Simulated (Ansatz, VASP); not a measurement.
# Al2O3: VASP beside Ansatz

```xyz
5
Lattice="2.8843 0.0000 0.0000 -1.4422 2.4979 0.0000 0.0000 0.0000 9.3368" Properties=species:S:1:pos:R:3 pbc="T T T"
Al    0.0000    0.0000    7.9363
Al    0.0000    0.0000    1.4004
O     0.0000    1.6653    7.2610
O     1.4422    0.8326    0.0000
O     0.0000    1.6653    2.0757
```

Measurements of this composition are mostly on another form, of space group No. 167.

Alike in both runs: task relaxation of cell and atoms; functional PBE; dispersion D3(BJ); k mesh 8 × 8 × 3; occupations fermi-dirac, width 0.05 eV; no spin polarisation.

|  | VASP | Ansatz |
| --- | --- | --- |
| version | VASP 6.6.1 | Ansatz 0.2.0 |
| potentials or method | VASP PAW PBE potentials, release 64 (Al, O) | Ansatz PAW |
| plane-wave cutoff (eV) | 600 | 420 |
| valence electrons in the cell | 24 | 24 |

```tsv
	VASP	Ansatz	Ansatz less VASP
gap on the k mesh at the Fermi level, each at its own relaxed structure (eV)	4.56	4.58	+0.019
relaxed volume (Å³/atom)	10.36	10.39	+0.028
relaxed cell length with the largest relative difference (Å)	7.277	7.298	+0.0207
energy change over the relaxation (meV/atom)	-25	-20	+5.5
```

Caveats: the volume moved by over 15 % at a fixed basis, so the end points are rough; an odd mesh through Γ misses points on the zone boundary, where band edges often lie (VASP); odd divisions of the mesh miss points on the zone boundary, where band edges often lie, so the gap on the mesh can be too wide (Ansatz); the plane-wave basis is chosen anew once the cell has moved, so the energies of steps on either side of that aren't comparable (Ansatz); the pressure holds a Pulay correction of +0.7 GPa for the finite cutoff (Ansatz). As with any semilocal functional, this PBE gap is likely too small.
